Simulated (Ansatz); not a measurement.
Data:

LiI (rock salt)

```
CELL_PARAMETERS angstrom
      0.00000     6.01819     6.01819
      3.00909     3.00909     6.01819
      3.00909     3.00909     0.00000
ATOMIC_POSITIONS crystal
  I  0.00000 0.00000 0.00000
  I  0.50000 0.00000 0.00000
  Li 0.00000 0.50000 0.50000
  Li 0.50000 0.50000 0.50000
```

The atoms are displaced by Q × the pattern below (from a DFPT mode at X = (0.5, 0.5, 0.0), largest move 1; Q in Å), at fixed cell. It is one choice among 2 degenerate patterns. (q is in reciprocal vectors of the primitive cell; the cell shown is doubled to hold the pattern.)

| atom | x | y | z |
|---|---|---|---|
| I1 | 0.000 | -0.057 | 0.000 |
| I2 | 0.000 | 0.057 | 0.000 |
| Li3 | 0.000 | -1.000 | 0.000 |
| Li4 | 0.000 | 1.000 | 0.000 |

Method: r2SCAN (plane waves to 500 eV, PAW, scalar-relativistic; Ansatz, an electronic-structure program). k mesh 10×10×10 (Γ-centred), Fermi-Dirac smearing 0.05 eV. The energy includes the smearing's −TS. LiI was relaxed with its symmetry unable to fall. Spin-orbit coupling is left out, though I is heavy. ΔE is measured from the undisplaced structure.

The scan covers Q from -0.180 to 0.180 Å in 13 points.

Which space group does the distorted structure have?

Cmcm (No. 63), lowered from Fm-3m.

Is this a single well or a double well?

A single well with its minimum at or next to zero displacement.

What is the energy change at Q = 0.180 Å?

17.6 meV/cell.

What harmonic wavenumber does the curvature at Q = 0 give?

132 cm⁻¹.

(A displaced cell: forces are minus the slopes of the energy, force constants its curvatures, and phonons follow from these.)
